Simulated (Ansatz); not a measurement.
Reactions of CH$_{2}$BF$_{3}$O$_{2}$Se (`OB(O)[Se]C(F)(F)F`).

Program: Ansatz. Geometries: PBE0-D4/def2-TZVP. ΔE: electronic, gas phase. CBS: MP2 limit from def2 TZ/QZ plus the TZ coupled-cluster correction, frozen cores. This one scheme is used for every species, atoms too. DFT in def2-TZVPP. Open shells (•) are unrestricted, without spin–orbit coupling. Spin–orbit coupling would lower the free atoms: a little for B, C, F, O; clearly for Se. def2 core potentials past Kr. For I, Se, Sn, Te outer-core shells are correlated without core-valence functions, so the limit isn't a true one: a few kJ/mol of doubt a bond, and 10 to 20 or more in all where bonds break to atoms. Scalar relativity is left out up to krypton. One conformer a species, not always the lowest.

| reaction | CCSD(T)/CBS(def2) (eV) |
| --- | --- |
| `OB(O)[Se]C(F)(F)F` + `COB(O)O` → `C[Se]C(F)(F)F` + `OB(O)OB(O)O` | ? |
| `OB(O)[Se]C(F)(F)F` + dimethyl ether → `COB(O)O` + `C[Se]C(F)(F)F` | -1.21 |
| `OB(O)[Se]C(F)(F)F` + CH₄ → `C[Se]B(O)O` + trifluoromethane | -0.11 |
| `OB(O)[Se]C(F)(F)F` + `CCOC(F)F` → `CC[Se]B(O)O` + `FC(F)OC(F)(F)F` | -0.41 |
| `OB(O)[Se]C(F)(F)F` + `[CH3][SnH2][F]` → `C[Se]B(O)O` + `[F][SnH2][C](F)(F)F` | 0.32 |
| `OB(O)[Se]C(F)(F)F` + `CCI` → `OB(O)CI` + `C[Se]C(F)(F)F` | ? |
| `OB(O)[Se]C(F)(F)F` + `C[Te]C(F)(F)F` → `OB(O)[Te]C(F)(F)F` + `C[Se]C(F)(F)F` | 0.19 |
| `OB(O)[Se]C(F)(F)F` + `O[Si](Cl)(Cl)Cl` → `OB(O)O[Si](Cl)(Cl)Cl` + `FC(F)(F)[SeH]` | -0.68 |
| `OB(O)[Se]C(F)(F)F` + CH₃OH → `COB(O)O` + `FC(F)(F)[SeH]` | ? |
| `OB(O)[Se]C(F)(F)F` → B• + C• + 3 F• + 2 H• + 2 O• + Se• | 42.49 |

Fill in the missing values. (Estimate.)

The calculation gave: `OB(O)[Se]C(F)(F)F` + `COB(O)O` → `C[Se]C(F)(F)F` + `OB(O)OB(O)O`: -1.24 eV; `OB(O)[Se]C(F)(F)F` + `CCI` → `OB(O)CI` + `C[Se]C(F)(F)F`: +0.57 eV; `OB(O)[Se]C(F)(F)F` + CH₃OH → `COB(O)O` + `FC(F)(F)[SeH]`: -0.71 eV.

Largest T1 diagnostic: 0.014, for B•.
